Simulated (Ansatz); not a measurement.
# BaO: how well frozen cores do

Does the method matter for BaO? The same cell, functional and mesh are run with full-potential LAPW, PAW on the default files and all-electron PAW on datasets made for the crystal.

Method: DFT LDA, scalar-relativistic, in Ansatz 0.2.0.

### 1 The structure to begin with

The structure is cubic, space group Fm-3m (No. 225). The conventional cell has a = 5.500 Å, b = 5.500 Å, c = 5.500 Å, α = 90.00°, β = 90.00°, γ = 90.00°. Around Ba (site symmetry m-3m) lie 6 O at 2.75 Å. Around O (site symmetry m-3m) lie 6 Ba at 2.75 Å.

Structure file:

```
CELL_PARAMETERS angstrom
0.00000 2.75000 2.75000
2.75000 0.00000 2.75000
2.75000 2.75000 0.00000
ATOMIC_POSITIONS crystal
Ba 0.00000 0.00000 0.00000
O 0.50000 0.50000 0.50000
```

Structure: COD 5910030, as refined from experiment and not relaxed.

Atoms are numbered in the order of the input: Ba1, O2.

### 2 Full-potential LAPW

input.yaml reads:

```yaml
crystal:
  lattice:
    - [0.0, 2.75, 2.75]
    - [2.75, 0.0, 2.75]
    - [2.75, 2.75, 0.0]
  atoms:
    - { symbol: Ba, position: [0.0, 0.0, 0.0] }
    - { symbol: O, position: [0.5, 0.5, 0.5] }
kpoints:
  mp_grid: { grid: [8, 8, 8] }
  band_path:
    path:
      - [0.0, 0.0, 0.0]
      - [0.5, 0.0, 0.5]
      - [0.625, 0.25, 0.625]
      - [0.375, 0.375, 0.75]
      - [0.0, 0.0, 0.0]
      - [0.5, 0.5, 0.5]
      - [0.5, 0.25, 0.75]
      - [0.5, 0.0, 0.5]
    npoints: 14
scf:
  occupations: { method: fermi_dirac, width: 0.02 }
hamiltonian:
  xc: lda
  pseudopotentials: { kind: all_electron, lapw: { basis_error: 0.0005 } }
output:
  forces: true
  stress: true
  eigenvalues: true
  populations: true
  dos: { projected: true, de: 0.2, e_range: [-14, 8] }
```

The run is started by

```bash
ansatz run input.yaml --threads 1 --pin off --max-ram 3072MiB --backend cpu --events-out ev --progress --plain --runs-dir out
```

### 3 PAW on the default files

Changes to input.yaml since step 2:

```diff
@@ -25,3 +25,3 @@
   xc: lda
-  pseudopotentials: { kind: all_electron, lapw: { basis_error: 0.0005 } }
+  pseudopotentials: { kind: paw }
 output:
@@ -30,3 +30,9 @@
   eigenvalues: true
+  efg: { contact_densities: true }
   populations: true
+  bader: true
   dos: { projected: true, de: 0.2, e_range: [-14, 8] }
+  write_density: true
+  write_potential: true
+  elf: true
+  volumetric_format: npy
```

### 4 All-electron PAW on datasets made for the crystal

Changes to input.yaml since step 3:

```diff
@@ -20,3 +20,3 @@
       - [0.5, 0.0, 0.5]
-    npoints: 14
+    npoints: 8
 scf:
@@ -25,3 +25,3 @@
   xc: lda
-  pseudopotentials: { kind: paw }
+  pseudopotentials: { kind: all_electron, datasets: crystal }
 output:
@@ -31,8 +31 @@
   efg: { contact_densities: true }
-  populations: true
-  bader: true
-  dos: { projected: true, de: 0.2, e_range: [-14, 8] }
-  write_density: true
-  write_potential: true
-  elf: true
-  volumetric_format: npy
```

(Steps that only read results are left out.)

What does the calculation give? Wanted: pressure; gap; Bader charges; highest ELF.

**Answer**, as computed:

| quantity | value |
| --- | --- |
| pressure | LAPW -2.85, PAW -2.87, crystal datasets -2.85 GPa |
| gap (LAPW) | 1.83 eV, direct at X |
| Bader charges (PAW) | Ba1 +1.42, O2 -1.42 e |
| highest ELF (PAW) | 0.83, 0.59 Å from O |

In words: At this geometry the cell is under tension of 2.9 GPa, so it would shrink if let go. The gap is 1.83 eV, direct at X. Spin-orbit coupling is left out, though the cell holds Ba; it can shift such gaps by tenths of an eV. The top eV of the valence band is mostly O 2p (94 % of the projected weight). The projection holds only the free atom's occupied shells (Ba 6s, Ba 5p, O 2p in this range). In pressure, PAW differs from LAPW by -0.02 GPa and less than 0.01 eV in the gap.

These are semilocal Kohn-Sham gaps, which aren't the measured quantity. Such gaps usually fall short of the measured ones.
